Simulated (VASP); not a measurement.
ZnS:

```xyz
2
Lattice="0.0000 2.7020 2.7020 2.7020 0.0000 2.7020 2.7020 2.7020 0.0000" Properties=species:S:1:pos:R:3 pbc="T T T"
Zn    4.0530    4.0530    4.0530
S     0.0000    0.0000    0.0000
```

Program: VASP 6.6.1. Alike in all runs: task band structure; potentials or basis VASP PAW PBE potentials, release 64 (Zn, S); no spin polarisation; cell as given; k mesh 6 × 6 × 6; cutoff (eV) 520; smearing gaussian 0.02 eV.

Problem. Order these runs on this cell by their band gap on the k mesh, lowest first.
A. level HSE03
B. level HSE06; screening parameter 0.2 1/A
C. level r2SCAN-EpsX; exchange at q = 0 truncated; share of exact exchange 0.1687
D. level PBE0; exchange at q = 0 truncated

Solution. A (3.12 eV), B (3.34 eV), C (3.80 eV), D (4.00 eV).
